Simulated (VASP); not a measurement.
## Ca: relaxation of cell and atoms with RPBE

Crystal: Ca.

```
Ca
1.0
     0.00000    2.81371    2.81371
     2.81371    0.00000    2.81371
     2.81371    2.81371    0.00000
Ca
1
Cartesian
  0.0000 0.0000 0.0000
```

* Program: VASP 6.6.1
* Task: relaxation of cell and atoms
* Functional: RPBE
* Potentials or basis: VASP PAW PBE potentials, release 64 (Ca_sv)
* Cutoff: 600 eV
* k mesh: 12 × 12 × 12
* Occupations: methfessel-paxton, width 0.1 eV
* Spin: no spin polarisation
* Further INCAR settings: ALGO = Normal; EDIFF = 1e-07; IBRION = 2; EDIFFG = -0.005; NSW = 90; ISIF = 3

```json
{
 "Pressure after relaxing": "0.0 GPa",
 "Band gap on the k mesh": "none (metal or under the smearing width)"
}
```

Final structure:
```xyz
1
Lattice="0.0000 2.8137 2.8137 2.8137 0.0000 2.8137 2.8137 2.8137 0.0000" Properties=species:S:1:pos:R:3 pbc="T T T"
Ca    0.0000    0.0000    0.0000
```

Levels at points of the mesh, in eV from the Fermi level:
```tsv
k point	band 1	band 2	band 3	band 4	band 5	band 6	band 7	band 8	band 9
(0.00, 0.00, 0.00)	-42.27	-23.13	-23.13	-23.13	-3.92	2.31	2.31	2.31	3.31
(0.50, 0.00, 0.00)	-42.26	-23.24	-23.15	-23.15	-0.93	-0.22	2.20	2.20	3.95
(0.50, 0.50, 0.00)	-42.25	-23.24	-23.17	-23.17	-0.39	0.64	0.86	3.94	4.12
```

Run time: 16 s on 1 thread of Intel(R) Xeon(R) Platinum 8488C (Sapphire Rapids), with other jobs on the host, peak memory 0.19 GiB.

Caveat: the relaxation stopped at its first step, so nothing moved; the PAW data sets were made with another functional, which shifts forces and pressure a little.
